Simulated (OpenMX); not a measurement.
## Cl under changes of volume

One of the cells (29.048 Å³/atom); the others are scaled copies at fixed shape and fractional positions:

```
Cl
1.0
     3.14500   -2.25000    0.00000
     3.14500    2.25000    0.00000
     0.00000    0.00000    8.21000
Cl
4
Direct
  0.37000 0.63000 0.40000
  0.13000 0.87000 0.90000
  0.63000 0.37000 0.60000
  0.87000 0.13000 0.10000
```

- Program: OpenMX 3.8.5
- Functional: PBE
- Potentials or basis: OpenMX 2013 PBE set, Cl7.0-s2p2d1f1, fixed grid of 40 × 40 × 84 points
- k mesh: 7 × 7 × 5
- Occupations: fermi-dirac, width 0.05 eV
- Spin: no spin polarisation

```csv
volume (Å³/atom),energy over the lowest point (meV/atom),gap on the mesh (eV),largest force (eV/Å)
27.305,44.81,2.78,1.895
27.886,31.07,2.70,1.579
28.467,20.20,2.62,1.283
29.048,?,?,?
29.629,5.89,2.46,0.753
30.210,2.00,2.39,0.515
30.791,0.00,2.32,0.298
```

**Question.** What does the run at 29.048 Å³/atom give?

**Answer.** Energy over the lowest point 11.90 meV/atom; gap on the mesh 2.54 eV; largest force 1.009 eV/Å.

Worked out: A Birch-Murnaghan fit of order 3 (a polynomial in V^(-2/3)) to the other rows has its minimum at 31.18 Å³/atom, just outside them, with B0 = V·E''(V) = 24 GPa and B' = 4.4 at fixed shape and positions, which overstates the stiffness. It gives 11.88 meV/atom at 29.048 Å³/atom, against the run's 11.90. A straight line through the other rows of the gap, of slope -3.85 eV per unit of ln V, gives 2.54 eV, against the run's 2.54.

Energies are extrapolated to zero smearing.

Caveats: an odd mesh through Γ misses points on the zone boundary, where band edges often lie; the basis of atomic orbitals isn't converged, which shifts pressures, moduli and gaps; forces of over 1 eV/Å show positions far from the minimum, so gaps and moduli don't describe the material at rest (some runs).
